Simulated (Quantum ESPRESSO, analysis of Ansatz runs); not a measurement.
# MgF2 (P4_2/mnm), nudged elastic band: V_F hop (2.6 Å) (q = +1) (Quantum ESPRESSO), part 2 of 3

Wanted: path and barrier of a jump of F in MgF2 (P4_2/mnm) at charge +1. The case: V_F hop (2.6 Å), in a cell of 72 host atoms with 1 F taken out.

Quantum ESPRESSO 7.5; Quantum ESPRESSO plane-wave DFT, PBEsol, GBRV 1.5 PBEsol potentials; nudged elastic band between two relaxed defect structures at fixed charge in a uniform background.

So far: Starting point; Relaxation of the start point, charge +1.

## (3) Relaxation of the end point, charge +1

Level of this step: Quantum ESPRESSO plane-wave DFT, PBEsol, GBRV 1.5 PBEsol potentials; relaxation of all atoms of a defect supercell at fixed charge in a uniform background (Quantum ESPRESSO).

The end point is relaxed in the same cell and settings, so that the two energies compare. Atoms more than 3.2 Å from the middle of the hop start where the first relaxation left them, the nearer ones on or close to their ideal places, with small random displacements.

Input file pw.in:

```
&CONTROL
  calculation = 'relax'
  prefix = 'pwscf'
  outdir = './tmp'
  pseudo_dir = './pseudo'
  tprnfor = .true.
  disk_io = 'low'
  nstep = 70
  forc_conv_thr = 0.0012
  etot_conv_thr = 0.0001
/
&SYSTEM
  ibrav = 0
  nat = 71
  ntyp = 2
  ecutwfc = 36
  ecutrho = 288
  nbnd = 288
  occupations = 'fixed'
  tot_charge = 1
  nosym = .true.
/
&ELECTRONS
  conv_thr = 7d-08
  electron_maxstep = 100
  mixing_beta = 0.5
/
&IONS
  ion_dynamics = 'bfgs'
/
ATOMIC_SPECIES
Mg    24.3050 mg_pbesol_v1.4.uspp.F.UPF
F     18.9984 f_pbesol_v1.4.uspp.F.UPF
CELL_PARAMETERS angstrom
   9.1949209707    0.0000000000    0.0000000000
   0.0000000000    9.1949209707    0.0000000000
   0.0000000000    0.0000000000    9.1306547926
ATOMIC_POSITIONS crystal
Mg     0.2490326093    0.2501848322    0.1664666855
Mg     0.0048943051   -0.0050269757   -0.0000279853
[... 4 atom lines left out ...]
Mg     0.2480187803    0.2494178220    0.5003807143
[... 1 atom line left out ...]
F      0.3484769577    0.3485334495    0.3322402528
[... 5 atom lines left out ...]
F      0.3478523217    0.3493752142    0.6667833743
[... 6 atom lines left out ...]
F      0.4044439404    0.5945238679    0.1703163230
[... 10 atom lines left out ...]
F      0.4032856543    0.5955472585    0.8305944997
[... 8 atom lines left out ...]
Mg     0.7480650473    0.2522921941    0.5006155536
[... 4 atom lines left out ...]
F      0.4005725709    0.5990544427    0.4996360725
[... 12 atom lines left out ...]
Mg     0.7506467110    0.7507451651    0.4990081377
Mg     0.4990534702    0.5005207158    0.3332070859
[... 2 atom lines left out ...]
F      0.6510886133    0.6524589135    0.3335397921
[... 2 atom lines left out ...]
Mg     0.5004279767    0.5009613604    0.6663901393
[... 2 atom lines left out ...]
F      0.6515594963    0.6504007561    0.6664232231
F      0.5973107770    0.9006290511    0.8325781927
K_POINTS gamma
```

Started as:

```bash
$ OMP_NUM_THREADS=1 mpirun -n 4 pw.x -in pw.in > pw.out
```

Output:

```text
[shortened: banners, details of potentials and solvers, and blank lines are left out]
[banner, memory and clock lines left out]
     gamma-point specific algorithms are used
     one sub-group per band group will be used
     bravais-lattice index     =            0
     lattice parameter (alat)  =      17.3759  a.u.
     unit-cell volume          =    5209.4818 (a.u.)^3
     number of atoms/cell      =           71
     number of atomic types    =            2
     number of electrons       =       568.00
     number of Kohn-Sham states=          288
     kinetic-energy cutoff     =      36.0000  Ry
     charge density cutoff     =     288.0000  Ry
     scf convergence threshold =      7.0E-08
     mixing beta               =       0.5000
     number of iterations used =            8  plain     mixing
     energy convergence thresh.=      1.0E-04
     force convergence thresh. =      1.2E-03
     Exchange-correlation= SLA  PW   PSX  PSC
                           (   1   4  10   8   0   0   0)
     nstep                     =           70
     crystal axes: (cart. coord. in units of alat)
               a(1) = (   1.000000   0.000000   0.000000 )
               a(2) = (   0.000000   1.000000   0.000000 )
               a(3) = (   0.000000   0.000000   0.993011 )
     PseudoPot. # 1 for Mg read from file:
     mg_pbesol_v1.4.uspp.F.UPF
     Pseudo is Ultrasoft, Zval = 10.0
[...]
PseudoPot. # 2 for F  read from file:
     f_pbesol_v1.4.uspp.F.UPF
     Pseudo is Ultrasoft, Zval =  7.0
     atomic species   valence    mass     pseudopotential
     Mg               10.00    24.30500     Mg( 1.00)
     F                 7.00    18.99840     F ( 1.00)
     No symmetry found
     site n.     atom                  positions (alat units)
         1        Mg     tau(   1) = (   0.2490326   0.2501848   0.1653032  )
         2        Mg     tau(   2) = (   0.0048943  -0.0050270  -0.0000278  )
         3        F      tau(   3) = (   0.3482053   0.3494122   0.0000137  )
         4        F      tau(   4) = (   0.4004976   0.0981637   0.1671928  )
         5        F      tau(   5) = (   0.1526532   0.1497554  -0.0000567  )
         6        F      tau(   6) = (   0.0993175   0.4027376   0.1662932  )
         7        Mg     tau(   7) = (   0.2480188   0.2494178   0.4968834  )
         8        Mg     tau(   8) = (  -0.0049997   0.0049051   0.3294874  )
[...]
number of k points=     1
                       cart. coord. in units 2pi/alat
        k(    1) = (   0.0000000   0.0000000   0.0000000), wk =   2.0000000
     Dense  grid:   214989 G-vectors     FFT dimensions: (  96,  96,  96)
     Smooth grid:    75957 G-vectors     FFT dimensions: (  72,  72,  72)
     starting charge     561.7945, renormalised to     568.0000
     Self-consistent Calculation
     iteration #  1     ecut=    36.00 Ry     beta= 0.50
     total energy              =   -5292.76466809 Ry
     estimated scf accuracy    <       4.99739365 Ry
     iteration #  2     ecut=    36.00 Ry     beta= 0.50
     total energy              =   -5293.99348666 Ry
     estimated scf accuracy    <       0.64589021 Ry
     iteration #  3     ecut=    36.00 Ry     beta= 0.50
     total energy              =   -5294.06742509 Ry
     estimated scf accuracy    <       0.06552705 Ry
[...]
estimated scf accuracy    <       0.00007237 Ry
     iteration #  7     ecut=    36.00 Ry     beta= 0.50
     total energy              =   -5294.07232073 Ry
     estimated scf accuracy    <       0.00000636 Ry
     iteration #  8     ecut=    36.00 Ry     beta= 0.50
     total energy              =   -5294.07231965 Ry
     estimated scf accuracy    <       0.00000342 Ry
     iteration #  9     ecut=    36.00 Ry     beta= 0.50
     End of self-consistent calculation
          k = 0.0000 0.0000 0.0000 (  9503 PWs)   bands (ev):
   -69.6235 -69.4318 -69.4259 -68.1748 -68.1526 -68.1442 -68.1124 -68.1121
   -68.0935 -68.0759 -68.0730 -68.0543 -68.0458 -68.0087 -67.9855 -67.9841
   -67.9654 -67.9642 -67.9542 -67.9477 -67.9198 -67.9154 -67.8471 -67.7618
   -36.6541 -36.5694 -36.5661 -36.4798 -36.4692 -36.3716 -36.3618 -36.3572
   -36.3557 -35.1689 -35.1669 -35.1476 -35.1467 -35.1461 -35.1440 -35.1320
   -35.1249 -35.1166 -35.1059 -35.1052 -35.1010 -35.0955 -35.0881 -35.0856
   -35.0787 -35.0760 -35.0741 -35.0699 -35.0615 -35.0566 -35.0565 -35.0552
   -35.0523 -35.0475 -35.0470 -35.0400 -35.0353 -35.0252 -35.0169 -34.9960
[...]
highest occupied, lowest unoccupied level (ev):     2.3381    6.5593
!    total energy              =   -5294.07232039 Ry
     estimated scf accuracy    <       0.00000002 Ry
     The total energy is the sum of the following terms:
     one-electron contribution =   -3377.79585796 Ry
     hartree contribution      =    1874.49310952 Ry
     xc contribution           =    -837.55402685 Ry
     ewald contribution        =   -2953.21554510 Ry
     convergence has been achieved in   9 iterations
     Forces acting on atoms (cartesian axes, Ry/au):
     atom    1 type  1   force =    -0.00020477   -0.00442416   -0.01033201
     atom    2 type  1   force =     0.00372103   -0.00341051    0.00057408
     atom    3 type  2   force =    -0.00335532   -0.00222575   -0.00038739
     atom    4 type  2   force =     0.00243651   -0.00107893    0.00018675
     atom    5 type  2   force =    -0.00114883   -0.00020840   -0.00010870
     atom    6 type  2   force =    -0.00239420   -0.00158228    0.00153640
     atom    7 type  1   force =    -0.01032634   -0.00622759   -0.00263028
     atom    8 type  1   force =     0.00792786   -0.00720085   -0.00174770
[...]
Total force =     0.219250     Total SCF correction =     0.000522
     BFGS Geometry Optimization
     Energy error            =      4.8E-02 Ry
     Gradient error          =      7.1E-02 Ry/Bohr
     number of scf cycles    =   1
     number of bfgs steps    =   0
     energy             new  =   -5294.0723203918 Ry
     new trust radius        =       0.0896533636 bohr
     new conv_thr            =       0.0000000700 Ry
ATOMIC_POSITIONS (crystal)
Mg               0.2490208244        0.2499302173        0.1658678822
Mg               0.0051084544       -0.0052232544        0.0000052859
F                0.3480122031        0.3492840797       -0.0000086151
F                0.4006378415        0.0981015627        0.1683804223
F                0.1525871126        0.1497433804       -0.0000633636
F                0.0991796826        0.4026465729        0.1675527341
Mg               0.2474244886        0.2490594180        0.5002282733
Mg              -0.0045434132        0.0044906461        0.3317052047
[...]
Self-consistent Calculation
     iteration #  1     ecut=    36.00 Ry     beta= 0.50
     total energy              =   -5294.11164240 Ry
     estimated scf accuracy    <       0.00392392 Ry
[...]
iteration #  3     ecut=    36.00 Ry     beta= 0.50
     total energy              =   -5294.18970946 Ry
     estimated scf accuracy    <       0.00000034 Ry
     iteration #  4     ecut=    36.00 Ry     beta= 0.50
     total energy              =   -5294.18970952 Ry
     estimated scf accuracy    <       0.00000005 Ry
     iteration #  5     ecut=    36.00 Ry     beta= 0.50
     total energy              =   -5294.18970953 Ry
     estimated scf accuracy    <          2.8E-09 Ry
     iteration #  6     ecut=    36.00 Ry     beta= 0.50
[...]
k = 0.0000 0.0000 0.0000 (  9503 PWs)   bands (ev):
   -68.7213 -68.7209 -68.6572 -68.2399 -68.2379 -68.2243 -68.1596 -68.1085
   -68.1079 -68.0956 -68.0943 -68.0943 -68.0931 -68.0898 -68.0884 -68.0874
   -68.0866 -68.0749 -68.0615 -68.0602 -68.0120 -68.0100 -68.0075 -68.0069
   -35.7605 -35.7571 -35.7011 -35.6918 -35.6863 -35.6710 -35.6703 -35.6293
   -35.6196 -35.2358 -35.2290 -35.2235 -35.2139 -35.2110 -35.2082 -35.2078
   -35.2074 -35.2058 -35.1701 -35.1432 -35.1277 -35.1095 -35.1086 -35.0978
   -35.0965 -35.0961 -35.0954 -35.0915 -35.0876 -35.0857 -35.0831 -35.0820
   -35.0803 -35.0791 -35.0770 -35.0755 -35.0744 -35.0726 -35.0715 -35.0711
[...]
highest occupied, lowest unoccupied level (ev):     2.2331    8.6243
!    total energy              =   -5294.18970953 Ry
     estimated scf accuracy    <          1.7E-10 Ry
[...]
convergence has been achieved in   6 iterations
     Forces acting on atoms (cartesian axes, Ry/au):
     atom    1 type  1   force =    -0.00006836    0.00099071   -0.00006441
     atom    2 type  1   force =     0.00009597   -0.00009480    0.00002927
     atom    3 type  2   force =    -0.00018749   -0.00045340   -0.00001948
     atom    4 type  2   force =    -0.00004680    0.00017916    0.00000381
     atom    5 type  2   force =    -0.00027135    0.00061836   -0.00006079
     atom    6 type  2   force =    -0.00045656    0.00019713    0.00034413
     atom    7 type  1   force =     0.00069522   -0.00094665    0.00001763
     atom    8 type  1   force =     0.00033224   -0.00035114    0.00035880
[...]
Total force =     0.007026     Total SCF correction =     0.000033
[...]
number of scf cycles    =  16
     number of bfgs steps    =  15
     energy             old  =   -5294.1895845593 Ry
     energy             new  =   -5294.1897095286 Ry
     CASE: energy            _new < energy            _old
     new trust radius        =       0.0055073730 bohr
[...]
ATOMIC_POSITIONS (crystal)
Mg               0.2506542188        0.2484934677        0.1664988946
Mg              -0.0043301866        0.0042706835       -0.0000180813
F                0.3498460124        0.3475677148       -0.0000067923
F                0.4027764837        0.0984162542        0.1675795664
F                0.1502933352        0.1519721425        0.0000068376
F                0.0984153008        0.3997079490        0.1682824908
Mg               0.2490208201        0.2485252551        0.4999921689
Mg               0.0053215768       -0.0053922936        0.3317282701
[...]
Self-consistent Calculation
     iteration #  1     ecut=    36.00 Ry     beta= 0.50
     total energy              =   -5294.18977510 Ry
     estimated scf accuracy    <       0.00002391 Ry
     iteration #  2     ecut=    36.00 Ry     beta= 0.50
     total energy              =   -5294.18977674 Ry
     estimated scf accuracy    <       0.00000225 Ry
     iteration #  3     ecut=    36.00 Ry     beta= 0.50
     total energy              =   -5294.18977702 Ry
     estimated scf accuracy    <       0.00000016 Ry
     iteration #  4     ecut=    36.00 Ry     beta= 0.50
     total energy              =   -5294.18977705 Ry
     estimated scf accuracy    <       0.00000002 Ry
     iteration #  5     ecut=    36.00 Ry     beta= 0.50
     total energy              =   -5294.18977705 Ry
     estimated scf accuracy    <          1.3E-09 Ry
     iteration #  6     ecut=    36.00 Ry     beta= 0.50
     End of self-consistent calculation
          k = 0.0000 0.0000 0.0000 (  9503 PWs)   bands (ev):
   -68.7246 -68.7242 -68.6539 -68.2383 -68.2369 -68.2197 -68.1635 -68.1016
   -68.1013 -68.0934 -68.0925 -68.0920 -68.0913 -68.0867 -68.0859 -68.0851
   -68.0844 -68.0752 -68.0658 -68.0647 -68.0193 -68.0177 -68.0084 -68.0083
   -35.7639 -35.7604 -35.7043 -35.6951 -35.6833 -35.6742 -35.6735 -35.6262
   -35.6162 -35.2344 -35.2277 -35.2223 -35.2126 -35.2097 -35.2064 -35.2037
   -35.2035 -35.2012 -35.1740 -35.1472 -35.1313 -35.1037 -35.1030 -35.0955
   -35.0946 -35.0904 -35.0897 -35.0882 -35.0850 -35.0814 -35.0803 -35.0797
   -35.0785 -35.0775 -35.0752 -35.0732 -35.0729 -35.0710 -35.0700 -35.0690
[...]
highest occupied, lowest unoccupied level (ev):     2.2328    8.6250
!    total energy              =   -5294.18977705 Ry
     estimated scf accuracy    <          8.6E-11 Ry
     The total energy is the sum of the following terms:
     one-electron contribution =   -3389.28317778 Ry
     hartree contribution      =    1879.79044669 Ry
     xc contribution           =    -837.70230857 Ry
     ewald contribution        =   -2946.99473739 Ry
     convergence has been achieved in   6 iterations
     Forces acting on atoms (cartesian axes, Ry/au):
     atom    1 type  1   force =    -0.00006734    0.00067229   -0.00027042
     atom    2 type  1   force =    -0.00020271    0.00015943    0.00005370
     atom    3 type  2   force =    -0.00001722   -0.00017806   -0.00001109
     atom    4 type  2   force =    -0.00002394    0.00009656   -0.00015430
     atom    5 type  2   force =     0.00002183    0.00047897   -0.00006079
     atom    6 type  2   force =    -0.00034136    0.00030673    0.00036475
     atom    7 type  1   force =     0.00032349   -0.00099324   -0.00002519
     atom    8 type  1   force =     0.00007402   -0.00009470    0.00071484
[...]
Total force =     0.005272     Total SCF correction =     0.000020
     Energy error            =      6.8E-05 Ry
     Gradient error          =      1.1E-03 Ry/Bohr
     bfgs converged in  17 scf cycles and  16 bfgs steps
     (criteria: energy <  1.0E-04 Ry, force <  1.2E-03 Ry/Bohr)
     End of BFGS Geometry Optimization
     Final energy             =   -5294.1897770489 Ry
Begin final coordinates
ATOMIC_POSITIONS (crystal)
Mg               0.2506542188        0.2484934677        0.1664988946
Mg              -0.0043301866        0.0042706835       -0.0000180813
F                0.3498460124        0.3475677148       -0.0000067923
F                0.4027764837        0.0984162542        0.1675795664
F                0.1502933352        0.1519721425        0.0000068376
F                0.0984153008        0.3997079490        0.1682824908
Mg               0.2490208201        0.2485252551        0.4999921689
Mg               0.0053215768       -0.0053922936        0.3317282701
[...]
End final coordinates
```

Elapsed: 7.3 min, on 4 MPI ranks of Arm Neoverse V2, shared host; peak memory 1.5 GiB.

Step by step:

| step | energy less that of the first step (eV) |
| --- | --- |
| 0 | 0.0000 |
| 1 | -0.5448 |
| 2 | -0.9507 |
| 3 | -1.2404 |
| 4 | -1.3420 |
| 5 | -1.4306 |
| 6 | -1.4825 |
| 7 | -1.5108 |
| 8 | -1.5406 |
| 9 | -1.5649 |
| 10 | -1.5771 |
| 11 | -1.5845 |
| 12 | -1.5890 |
| 13 | -1.5928 |
| 14 | -1.5955 |
| 15 | -1.5972 |
| 16 | -1.5981 |

The atoms that moved most (Å):

| atom | dx | dy | dz | length |
| --- | --- | --- | --- | --- |
| Mg25 | 0.191 | -0.195 | -0.010 | 0.273 |
| Mg42 | 0.184 | -0.187 | -0.006 | 0.262 |
| Mg67 | -0.125 | 0.112 | 0.150 | 0.225 |
| Mg61 | -0.113 | 0.116 | -0.147 | 0.218 |
| F29 | 0.130 | -0.131 | 0.000 | 0.185 |
| F45 | 0.129 | -0.129 | 0.001 | 0.182 |
| F41 | -0.073 | 0.079 | 0.139 | 0.176 |
| F22 | -0.070 | 0.079 | -0.136 | 0.173 |

Neighbours of F47 at the end:

| atom | distance (Å) |
| --- | --- |
| Mg67 | 1.931 |
| Mg61 | 1.932 |
| Mg25 | 2.063 |
| F70 | 2.708 |
| F64 | 2.708 |
| F15 | 2.708 |
| F9 | 2.708 |
| F34 | 2.842 |
| F28 | 2.842 |
| F32 | 2.842 |
| F27 | 2.842 |

This step gave:

* highest filled level: 2.233 eV
* lowest empty level: 8.625 eV
* r.m.s. move of the farther half of the atoms: 0.03735 Å
* largest move from the ideal geometry of this structure, a common shift of the far atoms taken out: 0.2418 Å

The relaxation gained 1.598 eV and ended with a largest force component of 0.028 eV/Å. The end lies within 1 meV of the start.

[end of part 2 of 3]

[Logs are printed without paths, hosts, clocks, repeated set-up lines and the standing remarks that a program may print on its own settings, such as how far it seeks lower states.]

[Hosts, paths, dates, database ids (printed as entryN), source tags and the programs' standing remarks are cut or masked in the printed files.]
